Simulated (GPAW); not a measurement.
# As (Cmce) in GPAW: single point with TB-mBJ

Aim: the single point of As with TB-mBJ.

All numbers are computed with GPAW 26.7.0; they aren't measurements. Logs are shortened: lines on timing, memory, paths and dates and some standing lists are left out, and cuts for length are marked. The log counts tension as positive stress, the text compression.

### 1 Starting point

The structure is orthorhombic, space group Cmce (No. 64). The conventional cell has a = 3.650 Å, b = 11.000 Å, c = 4.470 Å, α = 90.00°, β = 90.00°, γ = 90.00°. Around As (site symmetry m) lie 3 As at 2.48 to 2.49 Å.

This isn't the form of As at room conditions, which is rhombohedral.

### 2 Single point, TB-mBJ

The input, run.py:

```python
from ase import Atoms
from ase.dft.bandgap import bandgap
from ase.io import write
from gpaw import GPAW, PW

atoms = Atoms(['As', 'As', 'As', 'As'],
              cell=[[1.825, -5.5, 0.0],
                    [1.825, 5.5, 0.0],
                    [0.0, 0.0, 4.47]],
              scaled_positions=[[0.39, 0.61, 0.56],
                                [0.89, 0.11, 0.94],
                                [0.61, 0.39, 0.44],
                                [0.11, 0.89, 0.06]],
              pbc=True)

calc = GPAW(mode=PW(600),
            xc='TB09',
            kpts={'size': (6, 6, 6), 'gamma': True},
            occupations={'name': 'fermi-dirac', 'width': 0.05},
            nbands=21,
            convergence={'density': 1e-05, 'energy': 1e-05},
            eigensolver='cg',
            maxiter=150,
            txt='gpaw.txt')
atoms.calc = calc
energy = atoms.get_potential_energy()
calc.write('gs.gpw')
write('result.traj', atoms)
print('Fermi level:', round(calc.get_fermi_level(), 4), 'eV')
print(f'Gap: {bandgap(calc)[0]:.4f} eV, direct: {bandgap(calc, direct=True)[0]:.4f} eV')
```

Potentials or basis: GPAW PAW data sets for LDA (gpaw-data 1.2.1), pw.

On the command line:

```sh
> OMP_NUM_THREADS=1 python run.py
```

gpaw.txt:

```text
___ ___ ___ _ _ _
 |   |   |_  | | | |
 | | | | | . | | | |
 |__ |  _|___|_____|  26.7.0
 |___|_|

Input parameters:
  convergence: {density: 1e-05,
                energy: 1e-05}
  eigensolver: cg
  kpts: {gamma: True,
         size: (6, 6, 6)}
  maxiter: 150
  mode: {ecut: 600.0,
         name: pw}
  nbands: 21
  occupations: {name: fermi-dirac,
                width: 0.05}
  xc: TB09

System changes: positions, numbers, cell, pbc, initial_charges, initial_magmoms

Initialize ...

species:
  As:
    name:    Arsenic
    Z:       33.0
    valence: 5
    core:    28
    charge:  0.0  # [|e|]
    compensation charges:
      type: gauss
      rc: 0.33  # [Å]
      lmax: 2
    cutoffs:
      filter: 1.87  # [Å]
      core: 2.96  # [Å]
    projectors
    | kind |    occ | energy [eV] | rcut [Å] |
    |------|--------|-------------|----------|
    |   4s |  2.000 |     -14.691 |    1.058 |
    |   4p |  3.000 |      -5.342 |    1.058 |
    |    s |        |      12.520 |    1.058 |
    |    p |        |      21.869 |    1.058 |
    |    d |        |       0.000 |    1.058 |

    Using partial waves for As as LCAO basis

Reference energy: -245679.631295  # eV

Spin-paired calculation

Convergence criteria:
 Maximum [total energy] change in last 3 cyles: 1e-05 eV / valence electron
 Maximum integral of absolute [dens]ity change: 1e-05 electrons / valence electron
 Maximum integral of absolute [eigenst]ate change: 4e-08 eV^2 / valence electron
 Maximum number of scf [iter]ations: 150
 (Square brackets indicate name in SCF output, whereas a 'c' in
 the SCF output indicates the quantity has converged.)

Symmetries present (total): 4

  ( 1  0  0)  ( 0  1  0)  ( 0 -1  0)  (-1  0  0)
  ( 0  1  0)  ( 1  0  0)  (-1  0  0)  ( 0 -1  0)
  ( 0  0  1)  ( 0  0 -1)  ( 0  0  1)  ( 0  0 -1)

216 k-points: 6 x 6 x 6 Monkhorst-Pack grid + [1/12,1/12,1/12]
68 k-points in the irreducible part of the Brillouin zone
       k-points in crystal coordinates                weights
   0:     0.00000000    0.00000000    0.00000000          1/216
   1:     0.00000000    0.00000000    0.16666667          2/216
   2:     0.00000000    0.00000000    0.33333333          2/216
   3:     0.00000000    0.00000000    0.50000000          1/216
   4:     0.16666667   -0.16666667   -0.33333333          2/216
   5:     0.16666667   -0.16666667   -0.16666667          2/216
   6:     0.16666667   -0.16666667    0.00000000          2/216
   7:     0.16666667   -0.16666667    0.16666667          2/216
   8:     0.16666667   -0.16666667    0.33333333          2/216
   9:     0.16666667   -0.16666667    0.50000000          2/216
          ...
  67:     0.50000000    0.50000000    0.50000000          1/216

Wave functions: Plane wave expansion
  Cutoff energy: 600.000 eV
  Number of coefficients (min, max): 2971, 3023
  Pulay-stress correction: 0.000000 eV/Ang^3 (de/decut=0.000000)
  Using FFTW library
  ScaLapack parameters: grid=1x1, blocksize=None
  Wavefunction extrapolation:
    Improved wavefunction reuse through dual PAW basis

Occupation numbers: Fermi-Dirac:
  width: 0.0500  # eV

Eigensolver
   CG(niter=4, rtol=3.0e-01)

Densities:
  Coarse grid: 35*35*27 grid
  Fine grid: 70*70*54 grid
  Total Charge: 0.000000

Density mixing:
  Method: separate
  Backend: msr1
  Linear mixing parameter: 0.05
  old densities: 10
  Width of damping distribution: 1.1
  Damping of long wavelength oscillations: 20

Hamiltonian:
  XC and Coulomb potentials evaluated on a 70*70*54 grid
  Using the TB09 Exchange-Correlation functional
  External potential:
    NoExternalPotential

XC parameters: TB09 with 2 nearest neighbor stencil

Number of atoms: 4
Number of atomic orbitals: 16
Number of bands in calculation: 21
Number of valence electrons: 20
Bands to converge: occupied

... initialized

Initializing position-dependent things.

Density initialized from atomic densities
Creating initial wave functions:
  16 bands from LCAO basis set
  5 bands from random numbers

           As
       As    As
         As

Atomic positions and initial magnetic moments

Positions:
   0 As     1.825000    1.210000    2.503200    ( 0.0000,  0.0000,  0.0000)
   1 As     1.825000   -4.290000    4.201800    ( 0.0000,  0.0000,  0.0000)
   2 As     1.825000   -1.210000    1.966800    ( 0.0000,  0.0000,  0.0000)
   3 As     1.825000    4.290000    0.268200    ( 0.0000,  0.0000,  0.0000)

Unit cell:
           periodic     x           y           z      points  spacing
  1. axis:    yes    1.825000   -5.500000    0.000000    35     0.0990
  2. axis:    yes    1.825000    5.500000    0.000000    35     0.0990
  3. axis:    yes    0.000000    0.000000    4.470000    27     0.1656

  Lengths:   5.794879   5.794879   4.470000
  Angles:   90.000000  90.000000 143.286435

Effective grid spacing dv^(1/3) = 0.1395

iter:   1  8757.119408
iter:   2  8756.448851   +1.02  -0.96
iter:   3  8757.766044   +0.09  -0.97
iter:   4  8759.623657   -0.85  -1.09
iter:   5  8761.993962   -1.13  -1.27
iter:   6  8763.979655   -1.33  -1.53
iter:   7  8763.212375   -2.01  -1.50
iter:   8  8762.021268   -2.22  -1.62
iter:   9  8761.828572   -2.88  -1.76
iter:  10  8761.778530   -3.83  -1.78
iter:  11  8761.603680   -3.59  -1.81
iter:  12  8760.579097   -2.24  -1.86
iter:  13  8760.323549   -2.40  -2.63
iter:  14  8760.421664   -3.35  -2.51
iter:  15  8760.392225   -3.82  -2.94
iter:  16  8760.434996   -4.63  -3.02
iter:  17  8760.435568   -5.08  -3.49
iter:  18  8760.447021   -5.37  -3.77
iter:  19  8760.438136   -5.62  -3.69
iter:  20  8760.438475   -6.14  -4.50
iter:  21  8760.440107   -6.95  -4.49
iter:  22  8760.440700   -7.01  -4.41
iter:  23  8760.440555   -7.30  -4.94
iter:  24  8760.440468   -8.19c -4.86
iter:  25  8760.440366c  -8.30c -5.25c

Converged after 25 iterations.

Dipole moment: (-0.000000, 0.000000, -0.000000) |e|*Ang

Energy contributions relative to reference atoms: (reference = -245679.631295)

Kinetic:         -9.458975
Potential:       +8.280866
External:        +0.000000
XC:            +8761.613720
Entropy (-ST):   -0.000757
Local:           +0.005134
SIC:             +0.000000
--------------------------
Free energy:   +8760.439988
Extrapolated:  +8760.440366

Showing only first 2 kpts
 Kpt  Band  Eigenvalues  Occupancy
  0     8      4.30111    2.00000
  0     9      5.17509    2.00000
  0    10      8.43083    0.00000
  0    11      8.60624    0.00000

  1     8      4.53379    2.00000
  1     9      4.72431    2.00000
  1    10      8.63355    0.00000
  1    11      8.64618    0.00000

Fermi level: 6.33519

Gap: 0.172 eV
Transition (v -> c):
  (s=0, k=64, n=9, [0.50, 0.50, 0.00]) -> (s=0, k=64, n=10, [0.50, 0.50, 0.00])
No difference between direct/indirect transitions
Writing to gs.gpw (mode='')
```

Wall time 3.7 min (1 thread of Arm Neoverse V2, shared host); peak memory 0.32 GiB.

Results:

* Band gap on the k mesh: 0.17 eV, direct

Caveat: a model potential gives levels but no total energy. A k mesh can miss the band edges.
